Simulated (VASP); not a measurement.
# C₃H₈: intrinsic reaction coordinate

C₃H₈, molecule in box, 11 atoms in the cell. PBE, intrinsic reaction coordinate; PAW potentials C, H (PBE set).

Path: methyl rotation in C3H8.

## Input

INCAR.step1:
```
SYSTEM = H8C3
PREC = Normal
ENCUT = 400
EDIFF = 1E-7
ISMEAR = 0
SIGMA = 0.01
ISYM = 0
LREAL = .False.
LASPH = .True.
NELM = 100
ALGO = Normal
LWAVE = .False.
LCHARG = .False.
IBRION = 2
NSW = 100
ISIF = 2
EDIFFG = -0.005
POTIM = 0.5
```

INCAR.step2, as INCAR.step1 but for:
```
- IBRION = 2
- NSW = 100
- ISIF = 2
- EDIFFG = -0.005
- POTIM = 0.5
+ IBRION = 5
+ NFREE = 2
+ POTIM = 0.015
+ NSW = 1
```

INCAR.step3, as INCAR.step2 but for:
```
- EDIFF = 1E-7
- IBRION = 5
- NFREE = 2
- POTIM = 0.015
- NSW = 1
+ EDIFF = 1E-8
+ IBRION = 44
+ NSW = 300
+ EDIFFG = -0.003
```

INCAR.step4:
```
SYSTEM = H8C3
PREC = Normal
ENCUT = 400
EDIFF = 1E-6
ISMEAR = 0
SIGMA = 0.01
ISYM = 0
LREAL = .False.
LASPH = .True.
NELM = 100
ALGO = Normal
LWAVE = .False.
LCHARG = .False.
IBRION = 40
IRC_DIRECTION = -1
IRC_STOP = 8
IRC_VNORM0 = 0.01
NSW = 900
ISIF = 2
```

INCAR.step5, as INCAR.step4 but for:
```
- IRC_DIRECTION = -1
+ IRC_DIRECTION = 1
```

KPOINTS:
```
k-points
0
Gamma
  1 1 1
```

POSCAR.step1:
```
H8C3
1.0
    8.0000000000      0.0000000000      0.0000000000
    0.0000000000     11.5000000000      0.0000000000
    0.0000000000      0.0000000000     10.0000000000
C H
3 8
Direct
    0.5001228759      0.5000390812      0.5628847364
    0.5001228759      0.6102005594      0.4780945364
    0.5001228759      0.3898776029      0.4780945364
    0.3905106259      0.5000390812      0.6285844364
    0.6097351259      0.5000390812      0.6285844364
    0.5001228759      0.6883999507      0.5403197364
    0.5001228759      0.3116782116      0.5403197364
    0.6105752509      0.6134507333      0.4136726364
    0.3896705009      0.6134507333      0.4136726364
    0.3896705009      0.3866274290      0.4136726364
    0.6105752509      0.3866274290      0.4136726364
```

POSCAR.step2:
```
H8C3
1.0
    8.0000000000      0.0000000000      0.0000000000
    0.0000000000     11.5000000000      0.0000000000
    0.0000000000      0.0000000000     10.0000000000
C H
3 8
Direct
    0.5002395043      0.5000130271      0.5628399696
    0.5002395043      0.6101745053      0.4780497696
    0.5002395043      0.3898515488      0.4780497696
    0.3906272543      0.5000130271      0.6285396696
    0.6098517543      0.5000130271      0.6285396696
    0.6103669836      0.6637720628      0.4980035088
    0.5002395043      0.3116521575      0.5402749696
    0.4997604957      0.5888572733      0.3714155636
    0.3893081207      0.6628805142      0.4986040712
    0.3897871293      0.3866013749      0.4136278696
    0.6106918793      0.3866013749      0.4136278696
```

POSCAR.step3:
```
H8C3
1.0
    8.0000000000      0.0000000000      0.0000000000
    0.0000000000     11.5000000000      0.0000000000
    0.0000000000      0.0000000000     10.0000000000
C H
3 8
Direct
    0.5002395043      0.5000130271      0.5628399696
    0.5002395043      0.6101745053      0.4780497696
    0.5002395043      0.3898515488      0.4780497696
    0.3906272543      0.5000130271      0.6285396696
    0.6098517543      0.5000130271      0.6285396696
    0.6103669836      0.6637720628      0.4980035088
    0.5002395043      0.3116521575      0.5402749696
    0.4997604957      0.5888572733      0.3714155636
    0.3893081207      0.6628805142      0.4986040712
    0.3897871293      0.3866013749      0.4136278696
    0.6106918793      0.3866013749      0.4136278696

   -0.0553173350     -0.0005226942     -0.0007015811
    0.0176589828      0.0005313117      0.0007981562
    0.0374764938     -0.0004177988     -0.0005865824
   -0.1356789264     -0.0196451490     -0.1077693159
   -0.1357261109      0.0186019621      0.1064994384
    0.3136238494     -0.3026914143     -0.3701016014
    0.0289456172     -0.0004072224     -0.0005549303
   -0.5141598732      0.0016709455      0.0022063866
    0.3116482564      0.3045993078      0.3727203392
    0.0687734079     -0.0202113626     -0.0422649708
    0.0687508414      0.0193353728      0.0410884365
```

POSCAR.step4:
```
H8C3                                    
   1.00000000000000     
     8.0000000000000000    0.0000000000000000    0.0000000000000000
     0.0000000000000000   11.5000000000000000    0.0000000000000000
     0.0000000000000000    0.0000000000000000   10.0000000000000000
  C               H             
     3     8
Direct
     0.5002148266249592    0.4995481068389752    0.5626888363813768
     0.4999170253572325    0.6118534148990389    0.4780648164117793
     0.5002540806174516    0.3885446008953569    0.4784417603468121
     0.3906852750826806    0.4985423186468745    0.6294558636230009
     0.6099678793033861    0.4986968634111819    0.6292215311701308
     0.6104014170311410    0.6661331764053443    0.4975264835804216
     0.5003326611483696    0.3099884004752311    0.5412950619015823
     0.4998259185653498    0.5919087933068650    0.3703936544695187
     0.3892794997709852    0.6659410543953316    0.4976847227865390
     0.3892663174132201    0.3845987701585029    0.4134226411897354
     0.6112071118906522    0.3846744305932792    0.4133773958872994
 
 -0.55317335E-01 -0.52269420E-03 -0.70158110E-03
  0.17658983E-01  0.53131170E-03  0.79815620E-03
  0.37476494E-01 -0.41779880E-03 -0.58658240E-03
 -0.13567893E+00 -0.19645149E-01 -0.10776932E+00
 -0.13572611E+00  0.18601962E-01  0.10649944E+00
  0.31362385E+00 -0.30269141E+00 -0.37010160E+00
  0.28945617E-01 -0.40722240E-03 -0.55493030E-03
 -0.51415987E+00  0.16709455E-02  0.22063866E-02
  0.31164826E+00  0.30459931E+00  0.37272034E+00
  0.68773408E-01 -0.20211363E-01 -0.42264971E-01
  0.68750841E-01  0.19335373E-01  0.41088437E-01
```

Commands (each step's output is kept before the next begins):
```
cat potpaw_PBE.64/C/POTCAR potpaw_PBE.64/H/POTCAR > POTCAR
cp INCAR.step1 INCAR
cp POSCAR.step1 POSCAR
mpirun -np 4 vasp_gam > vasp.out
cp INCAR.step2 INCAR
cp POSCAR.step2 POSCAR
mpirun -np 4 vasp_gam > vasp.out
# the block under the positions in POSCAR is the starting axis: the most unstable mode of the Hessian, divided by the root of the mass
cp INCAR.step3 INCAR
cp POSCAR.step3 POSCAR
mpirun -np 4 vasp_gam > vasp.out
# POSCAR is the CONTCAR of the converged dimer run, with its unstable direction
cp INCAR.step4 INCAR
cp POSCAR.step4 POSCAR
mpirun -np 4 vasp_gam > vasp.out
# POSCAR is the CONTCAR of the converged dimer run, with its unstable direction
cp INCAR.step5 INCAR
mpirun -np 4 vasp_gam > vasp.out
```

## Result

- Barrier from the relaxed minimum (eV): 0.125
- Ionic steps, all stages: 706
- Electronic steps, all stages: 4684

Energy along the reaction coordinate:

| Coordinate (Å) | Energy from the saddle (eV) |
|---|---|
| -1.675 | -0.126 |
| -1.540 | -0.124 |
| -1.312 | -0.112 |
| -1.150 | -0.098 |
| -0.946 | -0.076 |
| -0.813 | -0.061 |
| -0.597 | -0.036 |
| -0.456 | -0.022 |
| -0.260 | -0.007 |
| -0.040 | -0.000 |
| 0.049 | -0.000 |
| 0.266 | -0.007 |
| 0.416 | -0.018 |
| 0.580 | -0.034 |
| 0.788 | -0.057 |
| 0.938 | -0.075 |
| 1.142 | -0.098 |
| 1.312 | -0.112 |
| 1.567 | -0.125 |
| 1.676 | -0.126 |

VASP 6.6.1 took 1504 s on 4 cores (Intel Xeon Platinum 8488C (Sapphire Rapids)), a shared host.
